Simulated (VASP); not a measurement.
# Bi (Im-3m) in VASP: notebook

The runs below take Bi through single point, relaxation of cell and atoms, with PBEsol.

Program: VASP 6.6.1. These are calculated values, not measurements. Logs are shortened: lines on timing, memory, paths and dates and some standing lists are left out, and cuts for length are marked.

### Step 1. The crystal as given

It takes space group Im-3m (No. 229, cubic). Conventional cell: a = 3.754 Å, b = 3.754 Å, c = 3.754 Å, α = 90.00°, β = 90.00°, γ = 90.00°. Around Bi (site symmetry m-3m) lie 8 Bi at 3.25 Å.

This isn't the form of Bi at room conditions, which is rhombohedral.

### Step 2. Single point, PBEsol

The input, INCAR:

```
SYSTEM = Bi
  ALGO = Normal
  EDIFF = 1E-6
  ENCUT = 520
  GGA = PS
  ISIF = 2
  ISMEAR = 0
  LASPH = .TRUE.
  LCHARG = .TRUE.
  LELF = .TRUE.
  LREAL = .FALSE.
  LVHAR = .TRUE.
  LWAVE = .FALSE.
  NBANDS = 14
  NELM = 100
  PREC = Accurate
  SIGMA = 0.1
```

The input, KPOINTS:

```
k-points
0
G
  16 16 16
  0 0 0
```

The input, POSCAR:

```
Bi
1.0
   -1.8771654406      1.8771654406      1.8771654406
    1.8771654406     -1.8771654406      1.8771654406
    1.8771654406      1.8771654406     -1.8771654406
Bi
1
Direct
    0.0000000000      0.0000000000      0.0000000000
```

Potentials or basis: VASP PAW PBE potentials, release 64 (Bi_d).

Command:

```sh
> cat potpaw_PBE.64/Bi_d/POTCAR > POTCAR
> mpirun -np 1 vasp_std > vasp.out
```

OUTCAR:

```text
SYSTEM = Bi
   EDIFF = 1E-6
   ENCUT = 520
   GGA = PS
   ISIF = 2
   ISMEAR = 0
   LASPH = .TRUE.
   LREAL = .FALSE.
   NELM = 100
   PREC = Accurate

 ion  position               nearest neighbor table
   1  0.000  0.000  0.000-

  LATTYP: Found a body centered cubic cell.
 ALAT       =     3.7543308812

  Lattice vectors:

 A1 = (  -1.8771654406,   1.8771654406,   1.8771654406)
 A2 = (   1.8771654406,  -1.8771654406,   1.8771654406)
 A3 = (   1.8771654406,   1.8771654406,  -1.8771654406)

Analysis of symmetry for initial positions (statically):
=====================================================================
 Subroutine PRICEL returns:
 Original cell was already a primitive cell.

 Routine SETGRP: Setting up the symmetry group for a
 body centered cubic supercell.

 Subroutine GETGRP returns: Found 48 space group operations
 (whereof 48 operations were pure point group operations)
 out of a pool of 48 trial point group operations.

The static configuration has the point symmetry O_h .

Analysis of symmetry for dynamics (positions and initial velocities):
=====================================================================
 Subroutine PRICEL returns:
 Original cell was already a primitive cell.

 Routine SETGRP: Setting up the symmetry group for a
 body centered cubic supercell.

 Subroutine GETGRP returns: Found 48 space group operations
 (whereof 48 operations were pure point group operations)
 out of a pool of 48 trial point group operations.

The dynamic configuration has the point symmetry O_h .

 Subroutine INISYM returns: Found 48 space group operations
 (whereof 48 operations are pure point group operations),
 and found     1 'primitive' translations

----------------------------------------------------------------------------------------

                                     Primitive cell

  volume of cell :      26.4586

  direct lattice vectors                    reciprocal lattice vectors
    -1.877165441  1.877165441  1.877165441     0.000000000  0.266359048  0.266359048
     1.877165441 -1.877165441  1.877165441     0.266359048  0.000000000  0.266359048
     1.877165441  1.877165441 -1.877165441     0.266359048  0.266359048  0.000000000

  length of vectors
     3.251345917  3.251345917  3.251345917     0.376688578  0.376688578  0.376688578

  position of ions in fractional coordinates (direct lattice)
     0.000000000  0.000000000  0.000000000

  ion indices of the primitive-cell ions
   primitive index   ion index
                 1           1

----------------------------------------------------------------------------------------

 KPOINTS: k-points

Automatic generation of k-mesh.
 Grid dimensions read from file:
 generate k-points for:   16   16   16

 Generating k-lattice:

  Cartesian coordinates                     Fractional coordinates (reciprocal lattice)
     0.000000000  0.016647441  0.016647441     0.062500000  0.000000000  0.000000000
     0.016647441  0.000000000  0.016647441     0.000000000  0.062500000  0.000000000
     0.016647441  0.016647441  0.000000000     0.000000000  0.000000000  0.062500000

  Length of vectors
     0.023543036  0.023543036  0.023543036

  Shift w.r.t. Gamma in fractional coordinates (k-lattice)
     0.000000000  0.000000000  0.000000000

 Subroutine IBZKPT returns following result:
 ===========================================

 Found    145 irreducible k-points:

 Following reciprocal coordinates:
            Coordinates               Weight
  0.000000  0.000000  0.000000      1.000000
  0.062500  0.000000  0.000000     12.000000
  0.125000  0.000000  0.000000     12.000000
  0.187500  0.000000  0.000000     12.000000
  0.250000  0.000000  0.000000     12.000000
  0.312500  0.000000  0.000000     12.000000
[... 16 lines left out ...]
  0.187500  0.187500  0.000000     24.000000
  0.250000  0.187500  0.000000     48.000000
 [... further k-points ...]
   k-points           NKPTS =    145   k-points in BZ     NKDIM =    145   number of bands    NBANDS=     14
   number of dos      NEDOS =    301   number of ions     NIONS =      1
   total plane-waves  NPLWV =  13824
   dimension x,y,z NGX =    24 NGY =   24 NGZ =   24
   dimension x,y,z NGXF=    48 NGYF=   48 NGZF=   48
   ions per type =               1
   NGX,Y,Z   is equivalent  to a cutoff of  12.27, 12.27, 12.27 a.u.
   NGXF,Y,Z  is equivalent  to a cutoff of  24.54, 24.54, 24.54 a.u.
 SYSTEM =  Bi
   PREC   = accura    normal or accurate (medium, high low for compatibility)
   ISTART =      0    job   : 0-new  1-cont  2-samecut
   ICHARG =      2    charge: 1-file 2-atom 10-const
   ISPIN  =      1    spin polarized calculation?
   LNONCOLLINEAR =      F non collinear calculations
   LSORBIT =      F    spin-orbit coupling
   LASPH  =      T    aspherical Exc in radial PAW
   ENCUT  =  520.0 eV  38.22 Ry    6.18 a.u.   6.05  6.05  6.05*2*pi/ulx,y,z
   NELM   =    100;   NELMIN=  2; NELMDL= -5     # of ELM steps
   EDIFF  = 0.1E-05   stopping-criterion for ELM
   LREAL  =      F    real-space projection
   EDIFFG = 0.1E-04   stopping-criterion for IOM
   NSW    =      0    number of steps for IOM
   IBRION =     -1    ionic relax: 0-MD 1-quasi-New 2-CG
   NFREE  =      0    steps in history (QN), initial steepest desc. (CG)
   ISIF   =      2    stress and relaxation
   ISYM   =      2    0-nonsym 1-usesym 2-fastsym
   POTIM  = 0.5000    time-step for ionic-motion
   TEBEG  =    0.0;   TEEND  =   0.0 temperature during run
   PSTRESS=    0.0 pullay stress
   NELECT =      15.0000    total number of electrons
   NUPDOWN=      -1.0000    fix difference up-down
   EMIN   =  10.00;   EMAX   =-10.00  energy-range for DOS
   EFERMI =   0.00;   METHOD = LEGACY
   ISMEAR =     0;   SIGMA  =   0.10  broadening in eV -4-tet -1-fermi 0-gaus
   EFERMI_NEDOS =   21; number of points for ismear=-14 and -15
   IALGO  =     38    algorithm
   IMIX   =      4    mixing-type and parameters
     AMIX     =   0.40;   BMIX     =  1.00
     AMIX_MAG =   1.60;   BMIX_MAG =  1.00
  volume/ion in A,a.u.               =      26.46       178.55
  Fermi-wavevector in a.u.,A,eV,Ry     =   1.354927  2.560442 24.977961  1.835828
  Thomas-Fermi vector in A             =   2.482058
   LORBIT       =      0    0 simple, 1 ext, 2 COOP (PROOUT), +10 PAW based schemes
   GGA     = PS    functional components
   LHFCALC =     F    Hartree Fock is set to
   AEXX    =    0.0000 exact exchange contribution
   IVDW    =     0    specifies the selected vdW correction
   LEPSILON=     F    determine dielectric tensor
   LRPA    =     F    only Hartree local field effects (RPA)
 non-spin polarized calculation
 Gauss-broadening in eV      SIGMA  =   0.10
  energy-cutoff  :      520.00
  volume of cell :       26.46
 maximum number of plane-waves:       733
   NGX = 13   NGY = 13   NGZ = 13

 number of electron      14.9999992 magnetization

 Free energy of the ion-electron system (eV)
  ---------------------------------------------------
  ext. energy  EPLUGINS =         0.00000000
  ---------------------------------------------------
  free energy    TOTEN  =        -4.12209819 eV

  energy without entropy =       -4.11944108  energy(sigma->0) =       -4.12076964

 E-fermi :   9.8907     XC(G=0): -11.2367

 val. band max:        9.8899411036   @ k =   0.3125   0.1250   0.0625
 cond. band min:       9.9341421888   @ k =   0.3125   0.1875   0.1250
 fundamental gap:      0.0442010853
 Fermi energy:         9.8907215621

 k-point     1 :       0.0000    0.0000    0.0000
  band No.  band energies     occupation
      1     -13.1931      2.00000
      2     -13.1931      2.00000
      3     -13.1931      2.00000
      4     -12.9741      2.00000
      5     -12.9741      2.00000
      6      -4.8631      2.00000
      7      16.3252      0.00000
      8      16.3252      0.00000
      9      16.3252      0.00000
     10      20.3966      0.00000
     11      20.3966      0.00000
     12      20.3966      0.00000
     13      21.3534      0.00000
     14      22.7530      0.00000

 k-point     2 :       0.0625    0.0000    0.0000
  band No.  band energies     occupation
      1     -13.1959      2.00000
      2     -13.1890      2.00000
      3     -13.1799      2.00000
      4     -12.9773      2.00000
      5     -12.9745      2.00000
      6      -4.7768      2.00000
      7      15.4015      0.00000
      8      16.0234      0.00000
      9      16.2178      0.00000
     10      19.7847      0.00000
     11      20.1449      0.00000
     12      20.3044      0.00000
     13      21.9180      0.00000
     14      23.1316      0.00000

 k-point     3 :       0.1250    0.0000    0.0000
  band No.  band energies     occupation
      1     -13.2037      2.00000
      2     -13.1782      2.00000
      3     -13.1424      2.00000
      4     -12.9859      2.00000
      5     -12.9757      2.00000
      6      -4.5182      2.00000
      7      13.4942      0.00000
      8      15.2948      0.00000
      9      15.9041      0.00000
     10      18.8957      0.00000
     11      19.6493      0.00000
     12      20.2476      0.00000
     13      22.5779      0.00000
     14      24.0423      0.00000
[... 324 lines left out ...]
 k-point    23 :       0.1875    0.1875    0.0000
  band No.  band energies     occupation
      1     -13.2159      2.00000
      2     -13.1473      2.00000
      3     -13.0125      2.00000
      4     -12.9917      2.00000
      5     -12.9523      2.00000
      6      -2.6039      2.00000
      7       7.8959      2.00000
      8      10.7031      0.00000
      9      13.6857      0.00000
     10      18.8413      0.00000
     11      19.4466      0.00000
     12      22.2212      0.00000
     13      23.8210      0.00000
     14      25.3144      0.00000

 k-point    24 :       0.2500    0.1875    0.0000
  band No.  band energies     occupation
      1     -13.2206      2.00000
      2     -13.1338      2.00000
      3     -13.0085      2.00000
      4     -12.9961      2.00000
      5     -12.9188      2.00000
      6      -1.8540      2.00000
      7       6.6104      2.00000
      8       9.6785      1.99731
      9      13.2655      0.00000
     10      18.6835      0.00000
     11      19.9535      0.00000
     12      22.4677      0.00000
     13      24.8796      0.00000
     14      25.0185      0.00000

 [... further k-points ...]
[... 5 lines left out ...]
  --------------------------------------------------------------------------------------
  -------------------------------------------------------------------------------------
  Total        1.6576832      1.6576832      1.6576832      0.0000000      0.0000000      0.0000000
  in kB      100.3793706    100.3793706    100.3793706      0.0000000      0.0000000      0.0000000
  external PRESSURE =     100.3793706 kB  Pullay stress =       0.0000000 kB

 VOLUME and BASIS-vectors are now :
 -----------------------------------------------------------------------------
  energy-cutoff  :      520.00
  volume of cell :       26.46
      direct lattice vectors                 reciprocal lattice vectors
    -1.877165441  1.877165441  1.877165441     0.000000000  0.266359048  0.266359048
     1.877165441 -1.877165441  1.877165441     0.266359048  0.000000000  0.266359048
     1.877165441  1.877165441 -1.877165441     0.266359048  0.266359048  0.000000000

 POSITION                                       TOTAL-FORCE (eV/Angst)
 -----------------------------------------------------------------------------------
      0.00000      0.00000      0.00000         0.000000      0.000000     -0.000000
 -----------------------------------------------------------------------------------
    total drift:                               -0.000000      0.000000      0.000000

  FREE ENERGIE OF THE ION-ELECTRON SYSTEM (eV)
  ---------------------------------------------------
  free  energy   TOTEN  =        -4.1220981934 eV

  energy  without entropy=       -4.1194410825  energy(sigma->0) =       -4.12076964
```

It took 11 s on 1 thread of Intel Xeon 6975P-C (Granite Rapids), shared host; peak memory 0.17 GiB.

Results:

```
Free energy            : -4.1221 eV
Pressure               : 10.0 GPa
Band gap on the k mesh : none (metal or under the smearing width)
```

Caveat: the PAW data sets were made with another functional, which shifts forces and pressure a little; spin-orbit coupling is left out, which moves the levels of the heavy elements.

### Step 3. Relaxation of cell and atoms, PBEsol, target pressure 10.1 GPa, at which the enthalpy is minimised

This run uses another cell than the first one, of 31.12 Å³/atom, 1.176 times its volume.

The input, INCAR:

```
  PREC = Accurate
  ENCUT = 600
  EDIFF = 1E-6
  ISMEAR = 0
  SIGMA = 0.1
  LREAL = F
  LASPH = T
  NELM = 100
  ALGO = Normal
  ISIF = 3
  LWAVE = F
  LCHARG = F
  GGA = PS
  IBRION = 2
  NSW = 100
  EDIFFG = -0.002
  PSTRESS = 101.0
```

The input, KPOINTS:

```
regular mesh
0
Gamma
  16 16 16
```

The input, POSCAR:

```
Bi
1.0
   -1.9814305318      1.9814305318      1.9814305318
    1.9814305318     -1.9814305318      1.9814305318
    1.9814305318      1.9814305318     -1.9814305318
Bi
1
Direct
    0.0000000000      0.0000000000      0.0000000000
```

Potentials or basis: VASP PAW PBE potentials, release 64 (Bi_d).

Command:

```sh
> cat potpaw_PBE.64/Bi_d/POTCAR > POTCAR
> mpirun -np 1 vasp_std > vasp.out
```

OUTCAR:

```text
PREC = Accurate
   ENCUT = 600
   EDIFF = 1E-6
   ISMEAR = 0
   LREAL = F
   LASPH = T
   NELM = 100
   ISIF = 3
   GGA = PS
   IBRION = 2
   NSW = 100
   EDIFFG = -0.002
   PSTRESS = 101.0

 ion  position               nearest neighbor table
   1  0.000  0.000  0.000-

  LATTYP: Found a body centered cubic cell.
 ALAT       =     3.9628610636

  Lattice vectors:

 A1 = (  -1.9814305318,   1.9814305318,   1.9814305318)
 A2 = (   1.9814305318,  -1.9814305318,   1.9814305318)
 A3 = (   1.9814305318,   1.9814305318,  -1.9814305318)

Analysis of symmetry for initial positions (statically):
=====================================================================
 Subroutine PRICEL returns:
 Original cell was already a primitive cell.

[... 213 lines left out ...]
 Fermi energy:        13.0816024402

 k-point     1 :       0.0000    0.0000    0.0000
  band No.  band energies     occupation
      1     -10.4044      2.00000
      2     -10.4044      2.00000
      3     -10.4044      2.00000
      4     -10.0067      2.00000
      5     -10.0067      2.00000
      6      -3.6349      2.00000
      7      21.4163      0.00000
      8      21.4163      0.00000
      9      21.4163      0.00000
     10      23.3746      0.00000
     11      23.3756      0.00000
[... 506 lines left out ...]
--------------------------------------- Ionic step        7  -------------------------------------------

 number of electron      14.9999997 magnetization

 Free energy of the ion-electron system (eV)
  ---------------------------------------------------
  ext. energy  EPLUGINS =         0.00000000
  ---------------------------------------------------
  free energy    TOTEN  =        -4.12337196 eV

  energy without entropy =       -4.12071653  energy(sigma->0) =       -4.12204425

 E-fermi :   9.8849     XC(G=0): -11.2347

 val. band max:        9.8840413570   @ k =   0.3125   0.1250   0.0625
 cond. band min:       9.9285398619   @ k =   0.3125   0.1875   0.1250
 fundamental gap:      0.0444985049
 Fermi energy:         9.8848760726

 k-point     1 :       0.0000    0.0000    0.0000
  band No.  band energies     occupation
      1     -13.1988      2.00000
      2     -13.1988      2.00000
      3     -13.1988      2.00000
      4     -12.9801      2.00000
      5     -12.9801      2.00000
      6      -4.8658      2.00000
      7      16.3156      0.00000
      8      16.3156      0.00000
      9      16.3156      0.00000
     10      20.3908      0.00000
     11      20.3908      0.00000
[... 354 lines left out ...]
  energy  without entropy=       -4.1207165332  energy(sigma->0) =       -4.12204425

  enthalpy is  TOTEN    =        -2.4547606345 eV   P V=        1.6686113235

 reached required accuracy - stopping structural energy minimisation
```

OSZICAR:

```text
N       E                     dE             d eps       ncg     rms          rms(c)
DAV:   1     0.108335942123E+03    0.10834E+03   -0.87258E+03  3199   0.172E+03
DAV:   2     0.145159471243E+01   -0.10688E+03   -0.10450E+03  3268   0.372E+02
DAV:   3    -0.408134817154E+01   -0.55329E+01   -0.54654E+01  3686   0.914E+01
[... 59 lines left out ...]
DAV:   2    -0.412349857412E+01    0.75596E-03   -0.12432E-03  3643   0.779E-01    0.623E-02
DAV:   3    -0.412336750449E+01    0.13107E-03   -0.53547E-04  5013   0.469E-01    0.638E-03
DAV:   4    -0.412336948342E+01   -0.19789E-05   -0.74503E-06  3352   0.351E-02    0.354E-03
DAV:   5    -0.412337261661E+01   -0.31332E-05   -0.63635E-06  3457   0.264E-02    0.170E-03
DAV:   6    -0.412337195803E+01    0.65858E-06   -0.56180E-07  1849   0.103E-02
   7 F= -.24547606E+01 E0= -.24534329E+01  d E =-.264528E-04
```

CONTCAR:

```text
Bi
   1.00000000000000
    -1.8774201204366201    1.8774201204366201    1.8774201204366201
     1.8774201204366201   -1.8774201204366201    1.8774201204366201
     1.8774201204366201    1.8774201204366201   -1.8774201204366201
  Bi
     1
Direct
     0.0000000000000000    0.0000000000000000    0.0000000000000000

  0.00000000E+00  0.00000000E+00  0.00000000E+00
```

It took 86 s on 1 thread of Intel Xeon 6975P-C (Granite Rapids), shared host; peak memory 0.21 GiB.

What came out:

| Quantity | Value |
| --- | --- |
| Free energy | -4.1234 eV |
| Relaxed volume | 26.47 Å³/atom |
| Relaxed cell | a = 3.252 Å, b = 3.252 Å, c = 3.252 Å, α = 109.47°, β = 109.47°, γ = 109.47° |
| Space group after relaxing (to 0.05 Å) | Im-3m (No. 229) |
| Energy change on relaxing (the enthalpy is what falls) | +89.2 meV/atom |
| Ionic steps | 7 |
| Pressure after relaxing | 10.1 GPa |
| Band gap on the k mesh | none (metal or under the smearing width) |

The path:
```
step  energy change (eV)  largest force (eV/Å)  pressure (GPa)  volume (Å³)
   1              0.0000                0.0000           -2.02        31.12
   2              0.7922                0.0000           41.74        21.68
   3              0.0766                0.0000            9.26        26.68
   4              0.0867                0.0000            9.94        26.51
   5              0.0922                0.0000           10.29        26.42
   6              0.0855                0.0000            9.82        26.53
   7              0.0892                0.0000           10.11        26.47
```

Final structure:
```
Bi
1.0
    -1.87742    1.87742    1.87742
     1.87742   -1.87742    1.87742
     1.87742    1.87742   -1.87742
Bi
1
Direct
  0.00000 0.00000 0.00000
```

Caveat: the cell is relaxed towards a set pressure, so the enthalpy falls and the energy may rise; the PAW data sets were made with another functional, which shifts forces and pressure a little; spin-orbit coupling is left out, which moves the levels of the heavy elements.
